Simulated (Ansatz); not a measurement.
Here is an Ansatz 0.2.0 calculation.

input.yaml

```yaml
crystal:
  lattice:
    - [3.112861506, 0.0, 0.0]
    - [-1.556430753, 2.6958171426, 0.0]
    - [0.0, 0.0, 4.869841]
  atoms:
    - { symbol: Ta, position: [0.3333333333, 0.6666666667, 0.254711] }
    - { symbol: Ta, position: [0.6666666667, 0.3333333333, 0.745289] }
    - { symbol: "N", position: [0.0, 0.0, 0.0] }
hamiltonian:
  xc: r2scan
  pseudopotentials: { kind: paw }
kpoints:
  mp_grid: { grid: [10, 10, 6] }
scf:
  occupations: { method: fermi_dirac, width: 0.05 }
output:
  forces: true
  stress: true
  eigenvalues: true
  write_density: true
  write_potential: true
  elf: true
  volumetric_format: npy
relax:
  f_tol: 0.01
  max_steps: 40
  cell: { stress_tol: 0.05 }
```

Potentials or basis: Ansatz PAW.

Run with:

```sh
$ ansatz run input.yaml --threads 2 --pin off --max-ram 5632MiB --backend cpu --events-out ev --progress --plain --runs-dir out
```

(1) Predict the relaxed volume.

(2) Predict the space group after relaxing (to 0.05 Å).

(3) Estimate the relaxed cell.

(4) Predict the band gap on the k mesh.

Answers

(1) 13.35 Å³/atom.

(2) P-3m1 (No. 164).

(3) a = 3.071 Å, b = 3.071 Å, c = 4.904 Å, α = 90.00°, β = 90.00°, γ = 120.00°.

(4) none (metal or under the smearing width).

Caveat: the PAW data sets come from PBE, with cores solved anew for the run's functional, which leaves a small shift of forces and pressure.
